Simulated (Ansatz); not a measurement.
**Property card for HfO2**

All numbers below come from DFT PBE, scalar-relativistic, plane waves, PAW in Ansatz 0.2.0.

Plane waves to 420 eV, a k mesh through Γ of 4×6×6 on the computed 12-atom cell and Gaussian smearing (0.02 eV); no spin polarisation.

The structure is relaxed at this level of theory with its symmetry kept. This form isn't the usual stable structure of the compound.

```
Hf O
1.0
     5.29380    0.00000    0.00000
     0.00000    5.06923    0.00000
     0.00000    0.00000    5.10096
Hf O
4 8
Direct
  0.03262 0.26629 0.23999
  0.46738 0.26629 0.73999
  0.53262 0.73371 0.23999
  0.96738 0.73371 0.73999
  0.36539 0.06760 0.38315
  0.13461 0.06760 0.88315
  0.72918 0.46281 0.48986
  0.77082 0.46281 0.98986
  0.27082 0.53719 0.98986
  0.22918 0.53719 0.48986
  0.86539 0.93240 0.38315
  0.63461 0.93240 0.88315
```

**Question.** Formation energy from the elements' standard states (uncorrected)?

**Answer.** -3.434 eV/atom.

**Question.** Kohn–Sham band gap?

**Answer.** 4.37 eV.

**Question.** Löwdin character of the top 1 eV of the valence band?

**Answer.** O 2p 93 %.

**Question.** Löwdin character of the lowest 1 eV of the conduction band?

**Answer.** Hf 5d 85 %, O 2p 10 %.

Spin-orbit coupling is left out, which matters for the bands of heavy elements.